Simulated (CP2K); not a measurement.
Input of a CP2K 2026.2 run:

The input inp_bands.inp:

```
&GLOBAL
  PROJECT inp_bands
  RUN_TYPE ENERGY_FORCE
  PRINT_LEVEL LOW
&END GLOBAL
&FORCE_EVAL
  METHOD QS
  STRESS_TENSOR ANALYTICAL
  &DFT
    BASIS_SET_FILE_NAME BASIS_MOLOPT_UZH
    POTENTIAL_FILE_NAME GTH_POTENTIALS
    &MGRID
      CUTOFF 450
      REL_CUTOFF 60
      NGRIDS 5
    &END MGRID
    &QS
      METHOD GPW
      EPS_DEFAULT 1.0E-9
    &END QS
    &KPOINTS
      SCHEME MONKHORST-PACK 8 8 8
      GAMMA_CENTERED T
      SYMMETRY T
      SYMMETRY_BACKEND SPGLIB
    &END KPOINTS
    &SCF
      SCF_GUESS ATOMIC
      EPS_SCF 1.0E-6
      MAX_SCF 100
      ADDED_MOS 10
      CHOLESKY OFF
      EPS_EIGVAL 1.0E-7
      &DIAGONALIZATION ON
        ALGORITHM STANDARD
      &END DIAGONALIZATION
      &MIXING ON
        METHOD BROYDEN_MIXING
        ALPHA 0.4
        BETA 1.5
        NBUFFER 8
      &END MIXING
      &SMEAR ON
        METHOD FERMI_DIRAC
        ELECTRONIC_TEMPERATURE [K] 300.557
      &END SMEAR
    &END SCF
    &XC
      &XC_FUNCTIONAL
        &LDA_X
        &END LDA_X
        &LDA_C_PW
        &END LDA_C_PW
      &END XC_FUNCTIONAL
    &END XC
    &PRINT
      &KPOINTS ON
      &END KPOINTS
      &MULLIKEN ON
      &END MULLIKEN
      &MO ON
        ENERGIES T
        OCCUPATION_NUMBERS T
        &EACH
          QS_SCF 0
        &END EACH
        ADD_LAST NUMERIC
      &END MO
      &BAND_STRUCTURE
        FILE_NAME bands.bs
        ADDED_MOS 4
        &KPOINT_SET
          UNITS B_VECTOR
          NPOINTS 8
          SPECIAL_POINT GAMMA 0.00000000 0.00000000 0.00000000
          SPECIAL_POINT X 0.50000000 0.00000000 0.50000000
          SPECIAL_POINT W 0.50000000 0.25000000 0.75000000
          SPECIAL_POINT K 0.37500000 0.37500000 0.75000000
          SPECIAL_POINT GAMMA 0.00000000 0.00000000 0.00000000
          SPECIAL_POINT L 0.50000000 0.50000000 0.50000000
          SPECIAL_POINT U 0.62500000 0.25000000 0.62500000
          SPECIAL_POINT W 0.50000000 0.25000000 0.75000000
          SPECIAL_POINT L 0.50000000 0.50000000 0.50000000
          SPECIAL_POINT K 0.37500000 0.37500000 0.75000000
        &END KPOINT_SET
        &KPOINT_SET
          UNITS B_VECTOR
          NPOINTS 8
          SPECIAL_POINT U 0.62500000 0.25000000 0.62500000
          SPECIAL_POINT X 0.50000000 0.00000000 0.50000000
        &END KPOINT_SET
      &END BAND_STRUCTURE
    &END PRINT
  &END DFT
  &SUBSYS
    &CELL
      ABC 4.1443528445 4.1443528445 4.1443528445
      ALPHA_BETA_GAMMA 59.9999999996 59.9999999995 59.9999999995
      PERIODIC XYZ
    &END CELL
    &COORD
      In  0.0000000000 0.0000000000 0.0000000000
      P   6.2165292668 3.5891148456 2.5378874458
    &END COORD
    &KIND In
      BASIS_SET TZVP-MOLOPT-PBE-GTH-q13
      POTENTIAL GTH-PADE-q13
    &END KIND
    &KIND P
      BASIS_SET TZVP-MOLOPT-PBE-GTH-q5
      POTENTIAL GTH-PADE-q5
    &END KIND
    &PRINT
      &ATOMIC_COORDINATES ON
      &END ATOMIC_COORDINATES
      &CELL ON
      &END CELL
    &END PRINT
  &END SUBSYS
  &PRINT
    &FORCES ON
    &END FORCES
    &STRESS_TENSOR ON
    &END STRESS_TENSOR
  &END PRINT
&END FORCE_EVAL
```

Potentials or basis: GTH_POTENTIALS In GTH-PADE-q13, P GTH-PADE-q5; TZVP-MOLOPT-PBE-GTH basis.

The run is started by

```bash
$ OMP_NUM_THREADS=1 cp2k.psmp -i inp_bands.inp -o inp_bands.out
```

**Question.** Estimate the band gap on the k mesh.

**Answer.** 0.46 eV, direct.

**Question.** Predict the pressure.

**Answer.** -0.8 GPa.

Levels at the corners of the path, in eV from the valence-band top:
```tsv
point	band 7	band 8	band 9	band 10	band 11	band 12
Γ	0.00	0.00	0.00	0.46	3.99	3.99
X	-5.91	-2.38	-2.38	1.63	2.15	9.09
W	-5.76	-3.02	-3.00	4.27	4.30	5.53
K	-5.76	-3.39	-1.99	2.24	4.33	7.57
Γ	0.00	0.00	0.00	0.46	3.99	3.99
L	-5.87	-1.00	-1.00	1.31	4.78	4.78
U	-5.76	-3.39	-1.99	2.24	4.33	7.57
W	-5.76	-3.02	-3.00	4.27	4.30	5.53
L	-5.87	-1.00	-1.00	1.31	4.78	4.78
K	-5.76	-3.39	-1.99	2.24	4.33	7.57
U	-5.76	-3.39	-1.99	2.24	4.33	7.57
X	-5.91	-2.38	-2.38	1.63	2.15	9.09
```

Caveat: spin-orbit coupling is left out, which moves the levels of the heavy elements; the basis of atomic orbitals isn't converged, which shifts pressures, moduli and gaps.

**Measured values to compare with.**

From a printed reference work, data compilation, for a bulk crystal of InP at 1.6 K: band gap 1.4236 eV (direct).

Against the measured gap of InP, 1.4236 eV (direct; 1.6 K; a printed reference work, data compilation), the calculated 0.46 eV is off by -0.96 eV. Spin-orbit coupling on In is left out. The value is that of LDA in an atomic basis (GTH_POTENTIALS In GTH-PADE-q13, P GTH-PADE-q5; TZVP-MOLOPT-PBE-GTH basis), whose error adds to the functional's,, without temperature or zero-point motion. Semilocal functionals fall short of measured gaps as a rule.
